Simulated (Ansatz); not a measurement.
Runs of Ansatz 0.2.0 on As. Symmetry: Pm-3m, No. 221, cubic system. Conventional cell: a = 2.704 Å, b = 2.704 Å, c = 2.704 Å, α = 90.00°, β = 90.00°, γ = 90.00°. As (site symmetry m-3m) has 6 As at 2.70 Å as nearest neighbours. This isn't the form of As at room conditions, which is rhombohedral.

```csv
task,level,spin,k mesh,smearing,gap on the mesh (eV),pressure (GPa)
single point,PBEsol,off,10 × 10 × 10,gaussian 0.02 eV,none,-1.5
single point,RPBE,off,10 × 10 × 10,gaussian 0.05 eV,none,3.9
single point,RPBE,off,10 × 10 × 10,gaussian 0.1 eV,none,3.8
atomic charges,LDA,"non-collinear, random start",7 × 7 × 7,fermi-dirac 0.05 eV,none,(a)
```

Alike in all rows: potentials or basis Ansatz PAW; cell as given; cutoff (eV) 420.

Q: Fill in the values left out.

A: (a) -2.9.

Caveats: the PAW data sets come from PBE, with cores solved anew for the run's functional, which leaves a small shift of forces and pressure; the starting moments weren't kept (some runs).

A k mesh can miss the band edges, and the runs leave out spin-orbit coupling on As.

A gap of «none» marks a metal or a gap under the smearing width.
